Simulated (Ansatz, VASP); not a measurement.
Zr3H in VASP and in Ansatz

The input INCAR:

```
SYSTEM = Zr3H
ALGO = Normal
EDIFF = 1E-6
ENCUT = 520
GGA = PE
ISIF = 2
ISMEAR = 0
LASPH = .True.
LCHARG = .False.
LREAL = .False.
LWAVE = .False.
NBANDS = 47
NELM = 80
PREC = Accurate
SIGMA = 0.1
```

File KPOINTS:

```
k-points
0
Gamma
  3 3 4
  0 0 0
```

File POSCAR:

```
Zr3H
1.0
    6.0435159900      0.0000000000      0.0000000000
   -3.0217580000      5.2338383800      0.0000000000
    0.0000000000      0.0000000000      4.6664543400
Zr H
6 2
Direct
    0.1647539700      0.3295079500      0.2500000000
    0.6704920500      0.8352460300      0.2500000000
    0.1647539700      0.8352460300      0.2500000000
    0.8352460300      0.6704920500      0.7500000000
    0.3295079500      0.1647539700      0.7500000000
    0.8352460300      0.1647539700      0.7500000000
    0.3333333300      0.6666666700      0.7500000000
    0.6666666700      0.3333333300      0.2500000000
```

Input for Ansatz:

```yaml
crystal:
  lattice:
    - [6.04351599, 0.0, 0.0]
    - [-3.021758, 5.23383838, 0.0]
    - [0.0, 0.0, 4.66645434]
  atoms:
    - { symbol: Zr, position: [0.16475397, 0.32950795, 0.25] }
    - { symbol: Zr, position: [0.67049205, 0.83524603, 0.25] }
    - { symbol: Zr, position: [0.16475397, 0.83524603, 0.25] }
    - { symbol: Zr, position: [0.83524603, 0.67049205, 0.75] }
    - { symbol: Zr, position: [0.32950795, 0.16475397, 0.75] }
    - { symbol: Zr, position: [0.83524603, 0.16475397, 0.75] }
    - { symbol: H, position: [0.33333333, 0.66666667, 0.75] }
    - { symbol: H, position: [0.66666667, 0.33333333, 0.25] }
basis:
  ecutwfc: 420
kpoints:
  mp_grid: { grid: [3, 3, 4] }
hamiltonian:
  xc: pbe
scf:
  occupations: { method: gaussian, width: 0.1 }
  lower_state_search: "off"
output:
  forces: true
  stress: true
  eigenvalues: true
```

Change from the starting cell: species swapped into the SmTm3 type (P6_3/mmc, No. 194).

Alike in both runs: task single point; functional PBE; k mesh 3 × 3 × 4; occupations gaussian, width 0.1 eV; no spin polarisation.

```csv
,VASP,Ansatz
version,VASP 6.6.1,Ansatz 0.2.0
potentials or method,"VASP PAW PBE potentials, release 64 (Zr_sv, H)","scalar-relativistic, plane waves, PAW"
plane-wave cutoff (eV),520,420
valence electrons in the cell,74,74
```

|  | VASP | Ansatz | Ansatz less VASP |
| --- | --- | --- | --- |
| gap on the k mesh at the Fermi level (eV) | none | none | - |
| pressure (GPa) | 5.0 | 4.9 | -0.03 |
| largest component of the traceless stress (GPa) | 2.82 | 2.79 | -0.032 |
| rms of the force components (eV/Å) | 0.699 | 0.697 | -0.0019 |

Atom by atom the forces differ by 0.002 eV/Å (rms over components). A gap of «none» marks a metal or a gap that the smearing closes.

Caveats: the k mesh is coarse (spacing up to 0.40 Å⁻¹), so the values aren't converged; forces of over 1 eV/Å show positions far from the minimum, so gaps and moduli don't describe the material at rest.
